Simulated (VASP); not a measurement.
# PbSe (Clausthalite) (Fm-3m) in VASP: a series of runs, part 2 of 2

VASP 6.6.1. The steps go on from the part before.

## 6. Single point, PBE

This run uses another cell than the first one, of 30.39 Å³/atom, 1.060 times its volume.

The input, INCAR:

```
SYSTEM = PbSe
PREC = Accurate
ENCUT = 520
EDIFF = 1E-6
ISMEAR = -1
SIGMA = 0.05
LREAL = .False.
LASPH = .True.
NELM = 60
ALGO = Normal
ISIF = 2
LWAVE = .False.
LCHARG = .False.
GGA = PE
NBANDS = 17
```

The input, KPOINTS:

```
regular mesh
0
Gamma
  8 8 8
  0 0 0
```

The input, POSCAR:

```
PbSe
1.0
    0.0000000000      3.1206779849      3.1206779849
    3.1206779849      0.0000000000      3.1206779849
    3.1206779849      3.1206779849      0.0000000000
Pb Se
1 1
Direct
    0.0000000000      0.0000000000      0.0000000000
    0.5000000000      0.5000000000      0.5000000000
```

Potentials or basis: VASP PAW PBE potentials, release 64 (Pb_d, Se).

Command:

```sh
> cat potpaw_PBE.64/Pb_d/POTCAR potpaw_PBE.64/Se/POTCAR > POTCAR
> mpirun -np 1 vasp_std > vasp.out
```

OUTCAR:

```text
SYSTEM = PbSe
   PREC = Accurate
   ENCUT = 520
   EDIFF = 1E-6
   ISMEAR = -1
   LREAL = .False.
   LASPH = .True.
   NELM = 60
   ISIF = 2
   GGA = PE

 ion  position               nearest neighbor table
   1  0.000  0.000  0.000-   2 3.12   2 3.12   2 3.12   2 3.12   2 3.12   2 3.12
   2  0.500  0.500  0.500-   1 3.12   1 3.12   1 3.12   1 3.12   1 3.12   1 3.12

  LATTYP: Found a face centered cubic cell.
 ALAT       =     6.2413559698

  Lattice vectors:

 A1 = (   0.0000000000,   3.1206779849,   3.1206779849)
 A2 = (   3.1206779849,   0.0000000000,   3.1206779849)
 A3 = (   3.1206779849,   3.1206779849,   0.0000000000)

Analysis of symmetry for initial positions (statically):
=====================================================================
 Subroutine PRICEL returns:
 Original cell was already a primitive cell.

 Routine SETGRP: Setting up the symmetry group for a
 face centered cubic supercell.

 Subroutine GETGRP returns: Found 48 space group operations
 (whereof 48 operations were pure point group operations)
 out of a pool of 48 trial point group operations.

The static configuration has the point symmetry O_h .

Analysis of symmetry for dynamics (positions and initial velocities):
=====================================================================
 Subroutine PRICEL returns:
 Original cell was already a primitive cell.

 Routine SETGRP: Setting up the symmetry group for a
 face centered cubic supercell.

 Subroutine GETGRP returns: Found 48 space group operations
 (whereof 48 operations were pure point group operations)
 out of a pool of 48 trial point group operations.

The dynamic configuration has the point symmetry O_h .

 Subroutine INISYM returns: Found 48 space group operations
 (whereof 48 operations are pure point group operations),
 and found     1 'primitive' translations

----------------------------------------------------------------------------------------

                                     Primitive cell

  volume of cell :      60.7823

  direct lattice vectors                    reciprocal lattice vectors
     0.000000000  3.120677985  3.120677985    -0.160221594  0.160221594  0.160221594
     3.120677985  0.000000000  3.120677985     0.160221594 -0.160221594  0.160221594
     3.120677985  3.120677985  0.000000000     0.160221594  0.160221594 -0.160221594

  length of vectors
     4.413305130  4.413305130  4.413305130     0.277511941  0.277511941  0.277511941

  position of ions in fractional coordinates (direct lattice)
     0.000000000  0.000000000  0.000000000
     0.500000000  0.500000000  0.500000000

  ion indices of the primitive-cell ions
   primitive index   ion index
                 1           1
                 2           2

----------------------------------------------------------------------------------------

 KPOINTS: regular mesh

Automatic generation of k-mesh.
 Grid dimensions read from file:
 generate k-points for:    8    8    8

 Generating k-lattice:

  Cartesian coordinates                     Fractional coordinates (reciprocal lattice)
    -0.020027699  0.020027699  0.020027699     0.125000000  0.000000000  0.000000000
     0.020027699 -0.020027699  0.020027699     0.000000000  0.125000000  0.000000000
     0.020027699  0.020027699 -0.020027699     0.000000000  0.000000000  0.125000000

  Length of vectors
     0.034688993  0.034688993  0.034688993

  Shift w.r.t. Gamma in fractional coordinates (k-lattice)
     0.000000000  0.000000000  0.000000000

 Subroutine IBZKPT returns following result:
 ===========================================

 Found     29 irreducible k-points:

 Following reciprocal coordinates:
            Coordinates               Weight
  0.000000  0.000000  0.000000      1.000000
  0.125000  0.000000  0.000000      8.000000
  0.250000  0.000000  0.000000      8.000000
  0.375000  0.000000  0.000000      8.000000
  0.500000  0.000000  0.000000      4.000000
  0.125000  0.125000  0.000000      6.000000
[... 16 lines left out ...]
  0.500000  0.250000  0.125000     48.000000
 -0.375000  0.250000  0.125000     24.000000
 [... further k-points ...]
   k-points           NKPTS =     29   k-points in BZ     NKDIM =     29   number of bands    NBANDS=     17
   number of dos      NEDOS =    301   number of ions     NIONS =      2
   total plane-waves  NPLWV =  46656
   dimension x,y,z NGX =    36 NGY =   36 NGZ =   36
   dimension x,y,z NGXF=    72 NGYF=   72 NGZF=   72
   ions per type =               1   1
   NGX,Y,Z   is equivalent  to a cutoff of  13.56, 13.56, 13.56 a.u.
   NGXF,Y,Z  is equivalent  to a cutoff of  27.12, 27.12, 27.12 a.u.
 SYSTEM =  PbSe
   PREC   = accura    normal or accurate (medium, high low for compatibility)
   ISTART =      0    job   : 0-new  1-cont  2-samecut
   ICHARG =      2    charge: 1-file 2-atom 10-const
   ISPIN  =      1    spin polarized calculation?
   LNONCOLLINEAR =      F non collinear calculations
   LSORBIT =      F    spin-orbit coupling
   LASPH  =      T    aspherical Exc in radial PAW
   ENCUT  =  520.0 eV  38.22 Ry    6.18 a.u.   8.21  8.21  8.21*2*pi/ulx,y,z
   NELM   =     60;   NELMIN=  2; NELMDL= -5     # of ELM steps
   EDIFF  = 0.1E-05   stopping-criterion for ELM
   LREAL  =      F    real-space projection
   EDIFFG = 0.1E-04   stopping-criterion for IOM
   NSW    =      0    number of steps for IOM
   IBRION =     -1    ionic relax: 0-MD 1-quasi-New 2-CG
   NFREE  =      0    steps in history (QN), initial steepest desc. (CG)
   ISIF   =      2    stress and relaxation
   ISYM   =      2    0-nonsym 1-usesym 2-fastsym
   POTIM  = 0.5000    time-step for ionic-motion
   TEBEG  =    0.0;   TEEND  =   0.0 temperature during run
   PSTRESS=    0.0 pullay stress
   NELECT =      20.0000    total number of electrons
   NUPDOWN=      -1.0000    fix difference up-down
   EMIN   =  10.00;   EMAX   =-10.00  energy-range for DOS
   EFERMI =   0.00;   METHOD = LEGACY
   ISMEAR =    -1;   SIGMA  =   0.05  broadening in eV -4-tet -1-fermi 0-gaus
   EFERMI_NEDOS =   21; number of points for ismear=-14 and -15
   IALGO  =     38    algorithm
   IMIX   =      4    mixing-type and parameters
     AMIX     =   0.40;   BMIX     =  1.00
     AMIX_MAG =   1.60;   BMIX_MAG =  1.00
  volume/ion in A,a.u.               =      30.39       205.09
  Fermi-wavevector in a.u.,A,eV,Ry     =   1.130210  2.135788 17.379742  1.277375
  Thomas-Fermi vector in A             =   2.266906
   LORBIT       =      0    0 simple, 1 ext, 2 COOP (PROOUT), +10 PAW based schemes
   GGA     = PE    functional components
   LHFCALC =     F    Hartree Fock is set to
   AEXX    =    0.0000 exact exchange contribution
   IVDW    =     0    specifies the selected vdW correction
   LEPSILON=     F    determine dielectric tensor
   LRPA    =     F    only Hartree local field effects (RPA)
 non-spin polarized calculation
  energy-cutoff  :      520.00
  volume of cell :       60.78
 maximum number of plane-waves:      1660
 NGX is ok and might be reduce to    36
   NGX = 17   NGY = 17   NGZ = 17

 number of electron      20.0000001 magnetization

 Free energy of the ion-electron system (eV)
  ---------------------------------------------------
  ext. energy  EPLUGINS =         0.00000000
  ---------------------------------------------------
  free energy    TOTEN  =        -8.19773992 eV

  energy without entropy =       -8.19765938  energy(sigma->0) =       -8.19769965

 E-fermi :   4.5626     XC(G=0):  -9.2639

 val. band max:        4.3272874863   @ k =   0.5000   0.0000   0.0000
 cond. band min:       4.7976915766   @ k =   0.5000   0.0000   0.0000
 fundamental gap:      0.4704040903
 Fermi energy:         4.5626099711

 k-point     1 :       0.0000    0.0000    0.0000
  band No.  band energies     occupation
      1     -12.3848      2.00000
      2     -12.3848      2.00000
      3     -12.3848      2.00000
      4     -12.3782      2.00000
      5     -12.3782      2.00000
      6      -8.7505      2.00000
[... 9 lines left out ...]
     16      11.0069      0.00000
     17      12.4283      0.00000
[... 441 lines left out ...]
 k-point    24 :      -0.3750    0.2500    0.1250
  band No.  band energies     occupation
      1     -12.4194      2.00000
      2     -12.3878      2.00000
      3     -12.3753      2.00000
      4     -12.3679      2.00000
      5     -12.3562      2.00000
      6      -7.6621      2.00000
[... 9 lines left out ...]
     16      15.1829      0.00000
     17      15.2032      0.00000

 [... further k-points ...]

------------------------ aborting loop because EDIFF is reached ----------------------------------------

  FORCE on cell =-STRESS in cart. coord.  units (eV):
  Direction    XX          YY          ZZ          XY          YZ          ZX
  --------------------------------------------------------------------------------------
  -------------------------------------------------------------------------------------
  Total       -0.2074470     -0.2074470     -0.2074470      0.0000000      0.0000000      0.0000000
  in kB       -5.4681550     -5.4681550     -5.4681550      0.0000000      0.0000000      0.0000000
  external PRESSURE =      -5.4681550 kB  Pullay stress =       0.0000000 kB

 VOLUME and BASIS-vectors are now :
 -----------------------------------------------------------------------------
  energy-cutoff  :      520.00
  volume of cell :       60.78
      direct lattice vectors                 reciprocal lattice vectors
     0.000000000  3.120677985  3.120677985    -0.160221594  0.160221594  0.160221594
     3.120677985  0.000000000  3.120677985     0.160221594 -0.160221594  0.160221594
     3.120677985  3.120677985  0.000000000     0.160221594  0.160221594 -0.160221594

 POSITION                                       TOTAL-FORCE (eV/Angst)
 -----------------------------------------------------------------------------------
      0.00000      0.00000      0.00000         0.000000     -0.000000     -0.000000
      3.12068      3.12068      3.12068         0.000000      0.000000      0.000000
 -----------------------------------------------------------------------------------
    total drift:                               -0.000000      0.000000      0.000000

  FREE ENERGIE OF THE ION-ELECTRON SYSTEM (eV)
  ---------------------------------------------------
  free  energy   TOTEN  =        -8.1977399157 eV

  energy  without entropy=       -8.1976593792  energy(sigma->0) =       -8.19769965
```

OSZICAR:

```text
N       E                     dE             d eps       ncg     rms          rms(c)
DAV:   1     0.160838530700E+03    0.16084E+03   -0.93534E+03   986   0.118E+03
DAV:   2     0.347718572971E+01   -0.15736E+03   -0.15207E+03  1061   0.309E+02
DAV:   3    -0.824283703670E+01   -0.11720E+02   -0.11626E+02  1290   0.899E+01
DAV:   4    -0.851862490846E+01   -0.27579E+00   -0.27550E+00  1230   0.156E+01
DAV:   5    -0.852822810859E+01   -0.96032E-02   -0.96025E-02  1387   0.284E+00    0.270E+00
DAV:   6    -0.819817207268E+01    0.33006E+00   -0.84883E-01  1470   0.589E+00    0.145E+00
DAV:   7    -0.819443769251E+01    0.37344E-02   -0.12966E-01  1174   0.167E+00    0.835E-01
DAV:   8    -0.819828599461E+01   -0.38483E-02   -0.15366E-02  1170   0.129E+00    0.200E-01
DAV:   9    -0.819763351057E+01    0.65248E-03   -0.33782E-03  1487   0.517E-01    0.632E-02
DAV:  10    -0.819773209316E+01   -0.98583E-04   -0.25422E-04  1119   0.934E-02    0.231E-02
DAV:  11    -0.819773976845E+01   -0.76753E-05   -0.57552E-05  1280   0.759E-02    0.779E-03
DAV:  12    -0.819773991570E+01   -0.14725E-06   -0.30812E-06  1242   0.122E-02
   1 F= -.81977399E+01 E0= -.81976996E+01  d E =-.805365E-04
```

stdout:

```text
POSCAR found type information on POSCAR PbSe
 POSCAR found :  2 types and       2 ions
 scaLAPACK will be used
 LDA part: xc-table for (Slater+PW92), standard interpolation
 POSCAR, INCAR and KPOINTS ok, starting setup
 FFT: planning ... GRIDC
 FFT: planning ... GRID_SOFT
 FFT: planning ... GRID
 WAVECAR not read
 entering main loop
```

It took 38 s on 1 thread of AMD EPYC 7R13 (Zen 3), shared host; peak memory 0.18 GiB.

What came out:

```
Free energy            : -8.1977 eV
Pressure               : -0.5 GPa
Band gap on the k mesh : 0.47 eV, direct
```

Caveat: spin-orbit coupling is left out, which moves the levels of the heavy elements.

## 7. Overview

| cell | gap on the mesh (eV) | pressure (GPa) |
| --- | --- | --- |
| a = 4.328 Å, angles 60.0°, 2 atoms | 0.29 | 2.4 |
| a = 4.357 Å, angles 60.0°, 2 atoms | 0.36 | 1.3 |
| a = 4.385 Å, angles 60.0°, 2 atoms | 0.42 | 0.3 |
| a = 4.413 Å, angles 60.0°, 2 atoms | 0.47 | -0.5 |

Alike in all rows: task single point; level PBE; potentials or basis VASP PAW PBE potentials, release 64 (Pb_d, Se); no spin polarisation; k mesh 8 × 8 × 8; cutoff (eV) 520; smearing fermi-dirac 0.05 eV.

Caveats: spin-orbit coupling is left out, which moves the levels of the heavy elements.

Total energies depend on the potentials used, so only differences within one code and one set of settings carry meaning.

## 8. Comparison with measurements

Step 2. Measured gap of PbSe: 0.15 eV (direct; 4.2 K; a printed reference work, monograph). This calculation gives 0.29 eV (+0.14 eV). 2 values of this kind are on record (0.15 to 0.28 eV); this one was drawn at random. Spin-orbit coupling on Pb, Se is left out. The value is that of PBE on a finite k mesh, which can miss the band edges, without temperature or zero-point motion.

Step 3. Measured gap of PbSe: 0.15 eV (direct; 4.2 K; a printed reference work, monograph). This calculation gives 0.29 eV (+0.14 eV). 2 values of this kind are on record (0.15 to 0.28 eV); this one was drawn at random. Spin-orbit coupling on Pb, Se is left out. The value is that of PBE on a finite k mesh, which can miss the band edges, without temperature or zero-point motion.

Step 4. Measured gap of PbSe: 0.15 eV (direct; 4.2 K; a printed reference work, monograph). This calculation gives 0.36 eV (+0.21 eV). 2 values of this kind are on record (0.15 to 0.28 eV); this one was drawn at random. Spin-orbit coupling on Pb, Se is left out. The value is that of PBE on a finite k mesh, which can miss the band edges, without temperature or zero-point motion.

Step 5. A measured gap of PbSe is 0.15 eV (direct; 4.2 K; a printed reference work, monograph); the calculated 0.42 eV misses it by +0.27 eV. 2 values of this kind are on record (0.15 to 0.28 eV); this one was drawn at random. Spin-orbit coupling on Pb, Se is left out. The value is that of PBE on a finite k mesh, which can miss the band edges, without temperature or zero-point motion.

Step 6. Against the measured gap of PbSe, 0.28 eV (direct; 300 K; a printed reference work, monograph), the calculated 0.47 eV is off by +0.19 eV. 2 values of this kind are on record (0.15 to 0.28 eV); this one was drawn at random. Spin-orbit coupling on Pb, Se is left out. The value is that of PBE on a finite k mesh, which can miss the band edges, without temperature or zero-point motion.
